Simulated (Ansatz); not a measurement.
# Structures of TiAl3: which is lowest?

Plane-wave DFT in Ansatz with scalar-relativistic PAW potentials, cutoff 500 eV, Γ-centred meshes chosen by cell and gap, Gaussian smearing with energies taken to zero width. Every cell was relaxed (cell and atoms) in a run of its own, within the symmetry of its start. Functional: r2SCAN.

Relaxed structures (starts from databases or built by putting these elements on another compound's sites):
A. Pmmn, 8 atoms in the computed cell, a = 4.525 Å, b = 5.404 Å, c = 5.110 Å; sites (symmetry × multiplicity) Ti mm2 × 2, Al m.. × 4 + mm2 × 2; start: built
B. Pm-3m, 4 atoms in the computed cell, a = 3.956 Å; sites (symmetry × multiplicity) Ti m-3m × 1, Al 4/mm.m × 3; start: database
C. I4/mmm, 4 atoms in the computed cell, a = 3.824 Å, c = 8.564 Å; sites (symmetry × multiplicity) Ti 4/mmm × 2, Al -4m2 × 4 + 4/mmm × 2; start: database

Task: Rank them by energy. Could pressure change the order?

Result:
| structure | group | E − E(lowest) (meV/atom) | V (Å³/atom) | gap on mesh (eV) |
| --- | --- | --- | --- | --- |
| C | I4/mmm | 0.0 | 15.65 | 0.00 |
| B | Pm-3m | 22.4 | 15.47 | 0.00 |
| A | Pmmn | 83 | 15.62 | 0.00 |

C is lowest, 22 meV/atom under B. The two lowest differ in volume by under 3 %, too little for a first-order estimate of what pressure does to that pair (other pairs aren't weighed here); with rigid cells even 3 % in favour of the higher one would need about 8 GPa. Other structures may lie lower than all of these, and vibrations aren't counted.